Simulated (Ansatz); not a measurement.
Clean, relaxed (001) surface of BN, space group R3m (No. 160) (top face towards +c; atoms held fixed, by place in the list: 1, 2):

```yaml
crystal:
  lattice:
    - [2.50611, 0.00000, 0.00000]
    - [-1.25306, 2.17036, 0.00000]
    - [0.00000, 0.00000, 23.59269]
  atoms:
    - { symbol: B, position: [0.66667, 0.33333, 0.36028] }
    - { symbol: N, position: [0.33333, 0.66667, 0.36040] }
    - { symbol: B, position: [0.33333, 0.66667, 0.50127] }
    - { symbol: N, position: [0.00000, 0.00000, 0.50132] }
    - { symbol: B, position: [0.00000, 0.00000, 0.64211] }
    - { symbol: N, position: [0.66667, 0.33333, 0.64219] }
```

Method: Ansatz, DFT PBE+D3(BJ), scalar-relativistic, plane waves, PAW. Settings: cutoff 420 eV, Γ-centred mesh 12×12×1 on the computed 6-atom cell, Gaussian smearing of 0.05 eV; no spin polarisation. A dipole correction removes the field between periodic images along c.

With the adsorbate the run is spin-polarised, so any moments that the slab's own atoms take up count into E_ads.

E_ads counts from the clean slab and the free adsorbate (spin-polarised where it has unpaired electrons); negative means bound. With the adsorbate the cell is lengthened along c to keep the vacuum.

**Question.** N (atom) is put at the bridge (B-N) at (0.83, 0.67) site, one adsorbate per 5.4 Å². What structure does it relax to?

**Answer.** E_ads = -0.53 eV. Contacts: N–B 1.48 Å, N–N 1.62 Å.

```
CELL_PARAMETERS angstrom
2.50611 0.00000 0.00000
-1.25306 2.17036 0.00000
0.00000 0.00000 25.59269
ATOMIC_POSITIONS crystal
B 0.66667 0.33333 0.33213
N 0.33333 0.66667 0.33224
B 0.35197 0.70394 0.46214
N 0.01865 0.03731 0.46219
B 0.97661 0.95323 0.59485
N 0.64564 0.29127 0.58558
N 0.79282 0.58563 0.64375
```

Each end is the local minimum or symmetric point that its start leads to. The slab is only 6.6 Å thick, so the energies aren't converged with thickness.

The reference crystal is a form of BN, which isn't its usual structure.